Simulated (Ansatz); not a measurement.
# Si: stiffness from a series of strains

```xyz
2
Lattice="0.0000 2.7155 2.7155 2.7155 0.0000 2.7155 2.7155 2.7155 0.0000" Properties=species:S:1:pos:R:3 pbc="T T T"
Si    2.7155    2.7155    2.7155
Si    4.0732    4.0732    4.0732
```

Atom numbers follow the list: Si1, Si2.

The structure is an experimental refinement, used without relaxation.

The calculation used DFT, PBE, all-electron LAPW, scalar-relativistic (Ansatz 0.2.0).

Settings: a Γ-centred 11×11×11 k mesh, Fermi–Dirac smearing of 0.08 eV, basis error target 0.25 meV/atom, no spin polarisation.

The strain is applied along the Cartesian axes of the cell as listed (the other components stay zero). Fractional coordinates are held (clamped ions).

σ is the change of stress from the unstrained cell, which is at 1.97 GPa; tension is positive, so slopes are stress–strain coefficients at that pressure.

Only quantities that a quadratic follows smoothly over the whole series are listed; rougher ones are left out.

```csv
εxx = εyy,σzz (GPa),σxx (GPa)
-0.0300,-4.62,-7.66
-0.0200,-2.91,-4.91
-0.0100,-1.37,-2.35
0.0000,0.00,0.00
0.0200,2.32,4.15
0.0300,3.30,5.97
```

(1) Fit the series and read off the stiffness at zero strain.

(2) One run, at εxx = εyy = 0.0100, is withheld. Predict its row.

Answers

(1) Least-squares fits y = p0 + p1 x + p2 x² to the rows give σzz (GPa): p1 = 132, p2 = -740; σxx (GPa): p1 = 227, p2 = -940. So 2 C12 = 132 GPa and C11 + C12 = 227 GPa.

(2) The fits give 1.25, 2.18; the run gave 1.23, 2.17.
